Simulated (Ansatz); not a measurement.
# Pb (Im-3m) in Ansatz: notebook

One crystal, Pb, is run at these levels: PBE; tasks: single point.

Everything below comes from runs of Ansatz 0.2.0. Logs are shortened: lines on timing, memory, paths and dates and some standing lists are left out, and cuts for length are marked.

### Step 1. Starting point

It takes space group Im-3m (No. 229, cubic). Conventional cell: a = 3.959 Å, b = 3.959 Å, c = 3.959 Å, α = 90.00°, β = 90.00°, γ = 90.00°. Pb (site symmetry m-3m) is surrounded by 8 Pb at 3.43 Å.

This isn't the form of Pb at room conditions, which is fcc.

### Step 2. Single point, PBE

Contents of input.yaml:

```yaml
crystal:
  lattice:
    - [-1.9796595667, 1.9796595667, 1.9796595667]
    - [1.9796595667, -1.9796595667, 1.9796595667]
    - [1.9796595667, 1.9796595667, -1.9796595667]
  atoms:
    - { symbol: Pb, position: [0.0, 0.0, 0.0] }
hamiltonian:
  xc: pbe
  pseudopotentials: { kind: paw }
kpoints:
  mp_grid: { grid: [9, 9, 9] }
scf:
  occupations: { method: gaussian, width: 0.015 }
output:
  forces: true
  stress: true
  eigenvalues: true
```

Potentials or basis: Ansatz PAW.

On the command line:

```sh
ansatz run input.yaml --threads 2 --pin off --max-ram 5632MiB --backend cpu --events-out ev --progress --plain --runs-dir out
```

What it wrote:

```text
Warning: RAYON_NUM_THREADS=2 ignored (pool sized by the plan → 2); use --threads N
Engine: ansatz 0.2.0, aarch64-unknown-linux-gnu
Pseudopotentials: kind: paw
Pseudopotential: Pb, paw, valence charge 14, recommended cutoff 420 eV (normal), Pb.paw.azcp
Functional definition: PBE
  parameter kappa = 0.804
  parameter beta = 0.06672455060314922
  exchange = pbe_x(kappa = kappa, mu = beta*pi^2/3)
  correlation = pbe_c(beta = beta)
Crystal: 1 atoms, lattice volume = 31.034 Å³
Basis set: ecut = 420 eV, 603 PW (Γ), exchange–correlation on 48×48×48 points (8 copies of the dense FFT grid, shifted against one another)
Bands: 11, of which v1, the nominal top of the filled ones, is band 7 counted from 1 (6 counted from 0)
Symmetry: 48 space group operations
Space group: Im-3m (ITA 229), of the structure as read, at distance tolerance 3.1e-5 Å
k-points: 35 of 729
Non-local potential: Pb, projectors of the file, l = 0: 2, l = 1: 2, l = 2: 2, l = 3: 2
PAW form: soft (Blöchl's): semilocal exchange-correlation on the pseudo side does not see the compensation charge
PAW one-centre angular grid: Pb, 590 points (default); XC on 64 Gauss nodes
Initial density: superposition of atomic densities (neutral atoms: chi_scale 0, normalization atom), corrected by the library's trained network
Initial wavefunctions: pseudopotential atomic-orbital guess
Functional: x = pbe(κ = 0.804, μ = 0.2195149727645171), c = pbe(β = 0.06672455060314922)
SCF iter   1: F=—  HF=-11906.354052 eV  |F-HF|=—  |Δ(HF+E_count)|=         —  Δρ=6.19e-4  dr2=5.84e-5  ethr=1.77e-3  ⟨swp⟩=5.9  Hψ=2528  notcnv=0
preconditioner: auto → none  [insulator: Δε(μ)=0.220 eV  Ē_g=19.981 eV  σ=0.015 eV  W_gap=0.96  n_scr=12 (ndim 8)  ℏωp=24.9 eV  f_vac=0.000  D(μ)=0.55/eV (n_scr^D=0)  ε∞_Penn≈2.6]
SCF iter   2: F=—  HF=-11906.353626 eV  |F-HF|=—  |Δ(HF+E_count)|=   4.26e-4  Δρ=3.37e-4  dr2=2.35e-5  ethr=4.17e-7  ⟨swp⟩=2.8  Hψ=1064  notcnv=0  defer=5
SCF iter   3: F=—  HF=-11906.353652 eV  |F-HF|=—  |Δ(HF+E_count)|=   2.62e-5  Δρ=3.04e-4  dr2=3.52e-5  ethr=1.68e-7  ⟨swp⟩=2.0  Hψ=663  notcnv=0  defer=6
SCF iter   4: F=—  HF=-11906.353634 eV  |F-HF|=—  |Δ(HF+E_count)|=   1.75e-5  Δρ=1.12e-4  dr2=5.71e-6  ethr=1.68e-7  ⟨swp⟩=2.3  Hψ=630  notcnv=0  defer=6
iter 5 did not close the SCF: its close was put off for the readings that it lacked (scf_convergence_deferred on its scf_iter line)
SCF iter   5: F=-11906.353631 eV  HF=-11906.353631 eV  |F-HF|=7.77e-9  |Δ(HF+E_count)|=   3.37e-6  Δρ=5.67e-6  dr2=1.05e-8  ethr=4.08e-8  ⟨swp⟩=2.0  Hψ=621  notcnv=0  defer=6
SCF iter   6: F=-11906.353631 eV  HF=-11906.353631 eV  |F-HF|=3.57e-10  |Δ(HF+E_count)|=  1.82e-10  Δρ=9.08e-7  dr2=3.22e-10  ethr=7.50e-11  ⟨swp⟩=3.3  Hψ=1656  notcnv=0
SCF 1 converged in 6 iterations: F = -11906.353631 eV  dr2 = 3.22e-10
SCF converged after 6 iterations
Free energy (F): -11906.353631 eV
Harris-Foulkes:  -11906.353631 eV  (|F-HF|=3.57e-10)
Internal energy: -11906.353569 eV  (E = F + TS)
E sigma→0 (E₀):  -11906.353600 eV
Entropy (-TS):   -0.000062 eV (-0.062 meV/atom)
Fermi energy:    10.757249 eV
--- Per-component energies (eV) ---
  E_band       = -41.573815
  E_kinetic    = 288.714758
  E_local      = -1029.949327  (includes V_loc(G=0)·N_el)
  E_nonlocal   = 349.641665
  E_hartree    = 408.727614
  E_xc         = -220.536764
  E_vxc        = -132.203586  (∫ρ·V_xc dr)
  E_paw        = -10405.870008  (= ΣΔE_a)
  E_vpaw       = -335.233292  (= ΣTr[D̂ρ^β])
  E_aug_tail   = 0.000045  (compensation charges beyond the density's cutoff)
  E_ewald      = -1297.081552
  E_smearing   = -0.000062  (= −TS)
  E_closure    = 0.000000  (closes the sum)
  Σ components = -11906.353631   (vs F -11906.353631, Δ=0.00e0)
--- Forces (eV/Å), atoms counted from 1 ---
  atom   1  Pb    -0.00000000     0.00000000     0.00000000
  max |Σ_I F_I| component: 5.39e-32 eV/Å
--- Stress (GPa, compression-positive) ---
        0.702557      -0.000000       0.000000
        0.000000       0.702557      -0.000000
        0.000000      -0.000000       0.702557
  P = ⅓ Tr σ = 0.7026 GPa (7.026 kbar)
--- Band table (eV; the first three rows and the last of 35) ---
  k-point 0: bands = ["-6.5094", "-6.5094", "-6.5094", "-6.2845", "-6.2845", "-0.9765", "18.0615", "18.0615", "18.0615", "21.6844", "21.6844"]
  k-point 1: bands = ["-6.5186", "-6.4981", "-6.4686", "-6.2946", "-6.2855", "-0.7310", "15.8695", "17.3007", "17.7423", "20.4328", "21.1127"]
  k-point 2: bands = ["-6.5419", "-6.4805", "-6.3634", "-6.3126", "-6.2877", "0.0022", "12.4890", "15.9140", "16.9611", "19.2111", "20.3302"]
  k-point 34: bands = ["-6.5497", "-6.5412", "-6.1947", "-6.1947", "-6.1907", "5.0695", "10.1474", "10.4254", "10.4254", "15.2585", "15.9257"]
```

Run time: 0.44 s. Hardware: 2 threads of Arm Neoverse V2, shared host; peak memory 0.27 GiB.

Results:

```
Free energy            : -11906.3536 eV
Pressure               : 0.7 GPa
Band gap on the k mesh : none (metal or under the smearing width)
```

Levels at points of the mesh, in eV from the Fermi level:
```
           k point  band 4  band 5  band 6  band 7  band 8  band 9  band 10  band 11
(0.00, 0.00, 0.00)  -17.04  -17.04  -11.73    7.30    7.30    7.30    10.93    10.93
```

Spin-orbit coupling is left out, which matters for the levels of Pb.

### Step 3. Single point, PBE

input.yaml, as its differences from that of step 2:

```diff
@@ -13,3 +13,3 @@
 scf:
-  occupations: { method: gaussian, width: 0.015 }
+  occupations: { method: gaussian, width: 0.016 }
 output:
@@ -18 +18,5 @@
   eigenvalues: true
+  write_density: true
+  write_potential: true
+  elf: true
+  volumetric_format: npy
```

Potentials or basis: Ansatz PAW.

On the command line:

```sh
ansatz run input.yaml --threads 2 --pin off --max-ram 5632MiB --backend cpu --events-out ev --progress --plain --runs-dir out
```

It took 0.57 s on 2 threads of Arm Neoverse V2, shared host; peak memory 0.27 GiB.

The run converged. Its results:

```
Free energy            : -11906.3536 eV
Pressure               : 0.7 GPa
Band gap on the k mesh : none (metal or under the smearing width)
```

Levels at points of the mesh, in eV from the Fermi level:
```csv
k point,band 5,band 6,band 7,band 8,band 9,band 10
"(0.00, 0.00, 0.00)",-17.04,-11.73,7.31,7.31,7.31,10.93
```

The run has no spin-orbit coupling, so splittings on Pb are missing.

### Step 4. Single point, PBE

input.yaml, as its differences from that of step 3:

```diff
@@ -13,3 +13,3 @@
 scf:
-  occupations: { method: gaussian, width: 0.016 }
+  occupations: { method: gaussian, width: 0.017 }
 output:
@@ -18,5 +18 @@
   eigenvalues: true
-  write_density: true
-  write_potential: true
-  elf: true
-  volumetric_format: npy
```

On the command line:

```sh
ansatz run input.yaml --threads 2 --pin off --max-ram 5632MiB --backend cpu --events-out ev --progress --plain --runs-dir out
```

Run time: 0.44 s. Hardware: 2 threads of Arm Neoverse V2, shared host; peak memory 0.27 GiB.

Results (log left out):

* Free energy: -11906.3536 eV
* Pressure: 0.7 GPa
* Band gap on the k mesh: none (metal or under the smearing width)

Levels at points of the mesh, in eV from the Fermi level:
```
           k point  band 5  band 6  band 7  band 8  band 9  band 10
(0.00, 0.00, 0.00)  -17.04  -11.73    7.31    7.31    7.31    10.93
```

Spin-orbit coupling is left out, which matters for the levels of Pb.

### Step 5. Single point, PBE

input.yaml, as its differences from that of step 4:

```diff
@@ -13,3 +13,3 @@
 scf:
-  occupations: { method: gaussian, width: 0.017 }
+  occupations: { method: gaussian, width: 0.018 }
 output:
```

On the command line:

```sh
ansatz run input.yaml --threads 2 --pin off --max-ram 5632MiB --backend cpu --events-out ev --progress --plain --runs-dir out
```

Run time: 0.44 s. Hardware: 2 threads of Arm Neoverse V2, shared host; peak memory 0.27 GiB.

The run converged. Its results:

* Free energy: -11906.3536 eV
* Pressure: 0.7 GPa
* Band gap on the k mesh: none (metal or under the smearing width)

Levels at points of the mesh, in eV from the Fermi level:
| k point | band 4 | band 5 | band 6 | band 7 | band 8 | band 9 | band 10 | band 11 |
| --- | --- | --- | --- | --- | --- | --- | --- | --- |
| (0.00, 0.00, 0.00) | -17.04 | -17.04 | -11.73 | 7.31 | 7.31 | 7.31 | 10.93 | 10.93 |

The run has no spin-orbit coupling, so splittings on Pb are missing.

### Step 6. Single point, PBE

input.yaml, as its differences from that of step 5:

```diff
@@ -13,3 +13,3 @@
 scf:
-  occupations: { method: gaussian, width: 0.018 }
+  occupations: { method: gaussian, width: 0.019 }
 output:
```

Potentials or basis: Ansatz PAW.

On the command line:

```sh
ansatz run input.yaml --threads 2 --pin off --max-ram 5632MiB --backend cpu --events-out ev --progress --plain --runs-dir out
```

Run time: 0.44 s. Hardware: 2 threads of Arm Neoverse V2, shared host; peak memory 0.27 GiB.

It converged, with:

| Property | Result |
| --- | --- |
| Free energy | -11906.3536 eV |
| Pressure | 0.7 GPa |
| Band gap on the k mesh | none (metal or under the smearing width) |

Levels at points of the mesh, in eV from the Fermi level:
```
           k point  band 3  band 4  band 5  band 6  band 7  band 8  band 9  band 10  band 11
(0.00, 0.00, 0.00)  -17.26  -17.04  -17.04  -11.73    7.31    7.31    7.31    10.93    10.93
```

### Step 7. The runs side by side

| smearing | gap on the mesh (eV) | pressure (GPa) |
| --- | --- | --- |
| gaussian 0.015 eV | none | 0.7 |
| gaussian 0.016 eV | none | 0.7 |
| gaussian 0.017 eV | none | 0.7 |
| gaussian 0.018 eV | none | 0.7 |
| gaussian 0.019 eV | none | 0.7 |

Alike in all rows: task single point; level PBE; potentials or basis Ansatz PAW; no spin polarisation; cell as given; k mesh 9 × 9 × 9; cutoff (eV) 420.

Every run on the cell as given and a fine mesh finds a metal.

Total energies depend on the potentials used, so only differences within one code and one set of settings carry meaning.
